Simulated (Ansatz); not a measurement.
**Every step of a relaxation of Se (bcc type)**

DFT, PBE, PAW with Ansatz's default frozen-core files, scalar-relativistic (Ansatz 0.2.0); a Γ-centred 17×17×17 k mesh, Fermi–Dirac smearing of 0.08 eV, no spin polarisation. The run relaxes cell and atoms at a target pressure of 0 GPa.

Command: `ansatz run input.yaml --threads 1 --pin off --max-ram 2048MiB --backend cpu --events-out ev --progress --plain --runs-dir out` It took 4.1 s on 1 thread of Intel(R) Xeon(R) 6975P-C (Granite Rapids) (shared host), peak memory 0.38 GiB.

PAW: frozen-core files, cutoff 420 eV; forces are relaxed below 0.005 eV/Å.

Each step lists its free energy a cell above the last geometry, the pressure, the cell vectors (Å), and Cartesian positions (Å) with forces (eV/Å).

The first step:

```
step 1  dF = 4.24 meV  P = -2.05 GPa
  cell -1.7380 1.7380 1.7380  1.7380 -1.7380 1.7380  1.7380 1.7380 -1.7380
  Se 0.0000 0.0000 0.0000   0.0000 0.0000 0.0000
```

Problem. Where does the relaxation end, and by which steps?

Solution. After 3 geometries, with conventional a, b, c = 3.441, 3.441, 3.441 Å, at 20.376 Å³/atom (-2.97 % against the start) in space group Im-3m, with a shortest distance of 2.980 Å. The further steps:
```
step 2  dF = 0.54 meV  P = 0.81 GPa
  cell -1.7140 1.7140 1.7140  1.7140 -1.7140 1.7140  1.7140 1.7140 -1.7140
  Se 0.0000 0.0000 0.0000   0.0000 0.0000 0.0000
step 3  dF = 0.00 meV  P = -0.05 GPa
  cell -1.7206 1.7206 1.7206  1.7206 -1.7206 1.7206  1.7206 1.7206 -1.7206
  Se 0.0000 0.0000 0.0000   0.0000 0.0000 0.0000
step 4  dF = 0.04 meV  P = -0.04 GPa  (same geometry on a basis chosen anew; earlier energies don't compare to the last digit)
  cell -1.7206 1.7206 1.7206  1.7206 -1.7206 1.7206  1.7206 1.7206 -1.7206
  Se 0.0000 0.0000 0.0000   0.0000 0.0000 0.0000
```
